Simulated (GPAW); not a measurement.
Crystal: N.

```
N
1.0
     2.51947    0.00000    0.00000
    -1.25974    2.18193    0.00000
     0.00000    0.00000    2.44600
N
2
Direct
  0.33333 0.66667 0.75000
  0.66667 0.33333 0.25000
```

The real solid is made of molecules; this cell is a model form.

| Quantity | Value |
| --- | --- |
| Program | GPAW 26.7.0 |
| Task | single point |
| Functional | PBE |
| Potentials or basis | GPAW PAW data sets (gpaw-data 1.2.1) |
| Cutoff | 800 eV |
| Basis | pw |
| k mesh | 12 × 12 × 11 |
| Occupations | fermi-dirac, width 0.05 eV |
| Spin | no spin polarisation |

On this cell: pressure 8.0 GPa; largest force under 0.003 eV/Å; band gap on the k mesh none (metal or under the smearing width).

The same run follows on a disturbed copy (atoms moved at random, drawn with an rms of 0.05 Å):

```
CELL_PARAMETERS angstrom
2.51947 0.00000 0.00000
-1.25974 2.18193 0.00000
0.00000 0.00000 2.44600
ATOMIC_POSITIONS crystal
N 0.32898 0.66023 0.73606
N 0.67162 0.33290 0.25859
```

Task: What does the disturbed cell give?

Result: The energy (extrapolated to zero smearing) moves by -30.9 meV/atom; pressure 8.5 GPa; largest force 2.193 eV/Å; band gap on the k mesh none (metal or under the smearing width).

Forces on the atoms (eV/Å):
```
N   -0.127 -0.087 -2.188
N    0.127  0.087  2.188
```

Stress tensor (GPa, compression positive):
```
 8.72 -2.24  0.63
-2.24 12.34  0.49
 0.63  0.49  4.47
```

The energy falls, though the first cell shows no forces: that form is unstable against this distortion, unless noise or another electronic state is at work.
